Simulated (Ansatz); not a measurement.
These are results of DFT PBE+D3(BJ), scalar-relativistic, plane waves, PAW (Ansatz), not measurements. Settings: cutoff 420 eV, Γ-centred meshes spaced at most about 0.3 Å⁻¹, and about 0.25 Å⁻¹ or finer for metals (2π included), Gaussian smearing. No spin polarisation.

Temperature and zero-point effects are left out. Both are relaxed sheets, periodic along a and b.

Two relaxed structures of Te:

A.

```cif
data_structure
_symmetry_space_group_name_H-M 'P 1'
_symmetry_Int_Tables_number 1
_cell_length_a 4.9166
_cell_length_b 4.9166
_cell_length_c 36.4925
_cell_angle_alpha 90.000
_cell_angle_beta 90.000
_cell_angle_gamma 120.000
_cell_volume 763.95
loop_
_atom_site_label
_atom_site_type_symbol
_atom_site_fract_x
_atom_site_fract_y
_atom_site_fract_z
_atom_site_occupancy
Te1 Te 0.66667 0.33333 0.23932 1
Te2 Te 0.33333 0.66667 0.21817 1
Te3 Te 0.66667 0.33333 0.35729 1
Te4 Te 0.33333 0.66667 0.33614 1
```

B.

```cif
data_structure
_symmetry_space_group_name_H-M 'P 1'
_symmetry_Int_Tables_number 1
_cell_length_a 4.9329
_cell_length_b 4.9329
_cell_length_c 36.4925
_cell_angle_alpha 90.000
_cell_angle_beta 90.000
_cell_angle_gamma 120.000
_cell_volume 769.03
loop_
_atom_site_label
_atom_site_type_symbol
_atom_site_fract_x
_atom_site_fract_y
_atom_site_fract_z
_atom_site_occupancy
Te1 Te 0.66667 0.33333 0.23247 1
Te2 Te 0.33333 0.66667 0.21234 1
Te3 Te 0.66667 0.33333 0.34299 1
Te4 Te 0.33333 0.66667 0.36312 1
```

Problem. Which is lower in energy, and by how much?

Solution. A is lower, by 19 meV/atom. A has layer group p-3m1 (No. 72), 5.2 Å²/atom and no gap on its mesh; B has layer group p-6m2 (No. 78), 5.3 Å²/atom and no gap. In A, Te at height 0.77 Å has 3 Te at 2.94 Å; Te at height 0.00 Å has 3 Te at 2.94 Å. In B, Te at height 0.73 Å has 3 Te at 2.94 Å; Te at height 0.00 Å has 3 Te at 2.94 Å. Both come from invented guesses.

For metals, differences of a few meV/atom aren't resolved. These runs have no spin–orbit coupling, which can matter for Te. Cells relaxed within their symmetry can be saddle points.
